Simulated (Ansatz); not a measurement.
# Hf3N4: the cost of one run

Program: Ansatz 0.2.0. Level of theory: DFT PBEsol, scalar-relativistic, plane waves, PAW. These are calculated values, not measurements.

### Step 1. The system as given

The structure is cubic, space group I-43d (No. 220). Conventional cell: a = 6.651 Å, b = 6.651 Å, c = 6.651 Å, α = 90.00°, β = 90.00°, γ = 90.00°. Around Hf (site symmetry -4) lie 8 N at 2.21 to 2.40 Å. Around N (site symmetry 3) lie 6 Hf at 2.21 to 2.40 Å.

As a file:

```
CELL_PARAMETERS angstrom
-3.32551 3.32551 3.32551
3.32551 -3.32551 3.32551
3.32551 3.32551 -3.32551
ATOMIC_POSITIONS crystal
Hf 0.25000 0.62500 0.37500
Hf 0.37500 0.25000 0.62500
Hf 0.75000 0.87500 0.12500
Hf 0.12500 0.75000 0.87500
Hf 0.62500 0.37500 0.25000
Hf 0.87500 0.12500 0.75000
N 0.13946 0.13946 0.13946
N 0.86054 0.50000 0.00000
N 0.50000 0.00000 0.36054
N 0.00000 0.86054 0.50000
N 0.36054 0.50000 0.00000
N 0.63946 0.63946 0.63946
N 0.00000 0.36054 0.50000
N 0.50000 0.00000 0.86054
```

This cell was relaxed beforehand with the same method: volume 10.51 Å³/atom, gap on the mesh 1.02 eV.

### Step 2. Back to the database's cell

input.yaml

```yaml
crystal:
  lattice:
    - [-3.3505, 3.3505, 3.3505]
    - [3.3505, -3.3505, 3.3505]
    - [3.3505, 3.3505, -3.3505]
  atoms:
    - { symbol: Hf, position: [0.25, 0.625, 0.375] }
    - { symbol: Hf, position: [0.375, 0.25, 0.625] }
    - { symbol: Hf, position: [0.75, 0.875, 0.125] }
    - { symbol: Hf, position: [0.125, 0.75, 0.875] }
    - { symbol: Hf, position: [0.625, 0.375, 0.25] }
    - { symbol: Hf, position: [0.875, 0.125, 0.75] }
    - { symbol: "N", position: [0.126, 0.126, 0.126] }
    - { symbol: "N", position: [0.874, 0.5, 0.0] }
    - { symbol: "N", position: [0.5, 0.0, 0.374] }
    - { symbol: "N", position: [0.0, 0.874, 0.5] }
    - { symbol: "N", position: [0.374, 0.5, 0.0] }
    - { symbol: "N", position: [0.626, 0.626, 0.626] }
    - { symbol: "N", position: [0.0, 0.374, 0.5] }
    - { symbol: "N", position: [0.5, 0.0, 0.874] }
basis:
  ecutwfc: 420
kpoints:
  mp_grid: { grid: [6, 6, 6] }
hamiltonian:
  xc: pbesol
scf:
  occupations: { method: gaussian, width: 0.02 }
output:
  forces: true
  stress: true
  eigenvalues: true
  populations: true
```

Run with:

```bash
$ ansatz run input.yaml --threads 4 --pin off --max-ram 10240MiB --backend cpu --events-out ev --progress --plain --runs-dir out
```

Q: Estimate wall time and peak memory on 4 threads of Oxide Virtual Turin-like (Zen 5), shared host.

About 6.1 s, with a peak of 0.78 GiB.
